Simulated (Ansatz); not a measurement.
Wanted: the native input for an Ansatz 0.2.0 run.

| Quantity | Value |
| --- | --- |
| Task | single point |
| Functional | PBE0 |
| Potentials or basis | all-electron PAW datasets made for the crystal |
| Cutoff | 270 eV (chosen from the basis error) |
| k mesh | 6 × 6 × 6 |
| Occupations | fermi-dirac, width 0.05 eV |
| Spin | no spin polarisation |

Crystal: GaP.

```xyz
2
Lattice="0.0000 2.7252 2.7252 2.7252 0.0000 2.7252 2.7252 2.7252 0.0000" Properties=species:S:1:pos:R:3 pbc="T T T"
Ga    0.0000    0.0000    0.0000
P     4.0879    4.0879    4.0879
```

One way to write it, as run:

input.yaml

```yaml
crystal:
  lattice:
    - [0.0, 2.72525, 2.72525]
    - [2.72525, 0.0, 2.72525]
    - [2.72525, 2.72525, 0.0]
  atoms:
    - { symbol: Ga, position: [0.0, 0.0, 0.0] }
    - { symbol: P, position: [0.75, 0.75, 0.75] }
kpoints:
  mp_grid: { grid: [6, 6, 6] }
scf:
  occupations: { method: fermi_dirac, width: 0.05 }
hamiltonian:
  xc: pbe0
  pseudopotentials: { kind: all_electron, datasets: crystal }
output:
  forces: true
  stress: true
```

Potentials or basis: all-electron PAW datasets made for the crystal.

Run with:

```bash
$ ansatz run input.yaml --threads 1 --pin off --max-ram 3072MiB --backend cpu --events-out ev --progress --plain --runs-dir out
```

Results of the run:

```yaml
Pressure: 0.5 GPa
Band_gap_on_the_k_mesh: 2.96 eV, indirect (least direct gap 3.45 eV)
```

Run time: 110 s on 1 thread of Arm Neoverse V2, on a shared host, peak memory 0.65 GiB.
